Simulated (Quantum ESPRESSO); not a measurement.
The system is TiO2.

```xyz
6
Lattice="4.5998 0.0000 0.0000 0.0000 4.5998 0.0000 0.0000 0.0000 2.9592" Properties=species:S:1:pos:R:3 pbc="T T T"
Ti    0.0000    0.0000    1.4796
Ti    2.2999    2.2999    0.0000
O     1.3998    1.3998    1.4796
O     0.9001    3.6997    0.0000
O     3.6997    0.9001    0.0000
O     3.2000    3.2000    1.4796
```

The cell is a database's computed one.

- Program: Quantum ESPRESSO 7.5
- Task: phonons
- Functional: PBE
- Potentials or basis: Ansatz NC SR PBE
- Cutoff: 1238 eV
- Density cutoff: 4952 eV
- k mesh: 2 × 2 × 4, shifted
- Occupations: fermi-dirac, width 0.05 eV
- Spin: no spin polarisation
- Mixing beta: 0.5
- Most SCF iterations: 120
- SCF threshold: 1.2e-09 Ry

The atoms were relaxed first, and the response was taken there.

The first run showed a gap, so the response started from a second, tighter run with fixed occupations.

Task: Which optical modes does the crystal have at the zone centre, and which show in infrared and Raman spectra?

Result: The optical modes are A2u + 2B1u + 3Eu + B1g + A2g + Eg + A1g + B2g. Infrared active: A2u + 3Eu. Raman active: B1g + Eg + A1g + B2g.

Optical modes at Γ, degenerate ones joined, polar ones without the macroscopic field:
```csv
cm⁻¹,components,symmetry,active in,"IR intensity, summed ((D/Å)²/amu)"
160i,1,A2u,IR,138.62
70,1,B1u,silent,0.00
80,2,Eu,IR,198.56
131,1,B1g,Raman,0.00
368,2,Eu,IR,13.40
371,1,B1u,silent,0.00
418,1,A2g,silent,0.00
440,2,Eg,Raman,0.00
474,2,Eu,IR,44.02
585,1,A1g,Raman,0.00
797,1,B2g,Raman,0.00
```

Caveat: the k mesh is coarse (spacing up to 0.68 Å⁻¹), so the values aren't converged; some modes are imaginary; the cell is more than 3 GPa from zero pressure, which shifts response properties.
